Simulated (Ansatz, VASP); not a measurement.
# Two plane-wave programs on Cu

```
Cu
1.0
    -1.45840    1.45840    1.31368
     1.45840   -1.45840    1.31368
     1.45840    1.45840   -1.31368
Cu
1
Direct
  0.00000 0.00000 0.00000
```

Alike in both runs: functional BLYP; dispersion D3(BJ); k mesh 16 × 16 × 16; no spin polarisation.

Ansatz relaxed the structure, and its values are those at the end. VASP's run is a single point on that final structure, the one shown.

|  | VASP | Ansatz |
| --- | --- | --- |
| version | VASP 6.6.1 | Ansatz 0.2.0 |
| potentials or method | VASP PAW PBE potentials, release 64 (Cu) | plane waves, PAW |
| plane-wave cutoff (eV) | 520 | 530 |
| occupations | methfessel-paxton of order 1, width 0.15 eV | cold, width 0.15 eV |
| valence electrons in the cell | 11 | 19 |

Ansatz gave:

```
pressure (GPa)               : 0.0
dispersion energy (meV/atom) : -1396.0
```

Q: What did VASP give for the same quantities?

A: Pressure (GPa): 0.8; dispersion energy (meV/atom): -1395.9.

The two sets of potentials don't hold the same shells in valence.

Caveats: the PAW data sets were made with another functional, which shifts forces and pressure a little (VASP); pairwise dispersion overbinds metals, which lowers pressure and volume.
